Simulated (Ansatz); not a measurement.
**Two Ansatz runs on Si**

The structure comes from a relaxation in the same program, started in the diamond type. Whether it is a known phase or the ground state wasn't checked. The listed cell was then made from it by scaling, straining or moving an atom.

First run: DFT, PBE, all-electron LAPW, scalar-relativistic (Ansatz 0.2.0).

Command: `ansatz run input.yaml --threads 1 --pin off --max-ram 2048MiB --backend cpu --events-out ev --progress --plain --runs-dir out` The run took 88 s on 1 thread of Arm Neoverse V1 (shared host), peak memory 1.1 GiB.

```yaml
crystal:
  lattice:
    - [0.0, 2.7349159646, 2.7349159646]
    - [2.7349159646, 0.0, 2.7349159646]
    - [2.7349159646, 2.7349159646, 0.0]
  atoms:
    - { symbol: Si, position: [0.0, 0.0, 0.0310258162] }
    - { symbol: Si, position: [0.25, 0.25, 0.25] }
kpoints:
  mp_grid: { grid: [13, 13, 13] }
scf:
  occupations: { method: fermi_dirac, width: 0.05 }
hamiltonian:
  xc: pbe
  pseudopotentials: { kind: all_electron, lapw: { basis_error: 0.00025 } }
output:
  forces: true
  stress: true
  eigenvalues: true
```

Result: converged; pressure 0.46 GPa; largest force 1.575 eV/Å; no gap on the k mesh; 6 SCF iterations.

The input is then changed:

```diff
@@ -10,7 +10,8 @@
   mp_grid: { grid: [13, 13, 13] }
 scf:
-  occupations: { method: fermi_dirac, width: 0.05 }
+  occupations: { method: cold, width: 0.3 }
+  mixing: { algorithm: broyden, beta: 0.1 }
 hamiltonian:
-  xc: pbe
+  xc: lda
   pseudopotentials: { kind: all_electron, lapw: { basis_error: 0.00025 } }
 output:
```

(1) What does the second run give?

Answers

(1) It converged; pressure -2.93 GPa; largest force 1.508 eV/Å; no gap on the k mesh; 12 SCF iterations. Some of these settings are too coarse for converged properties.
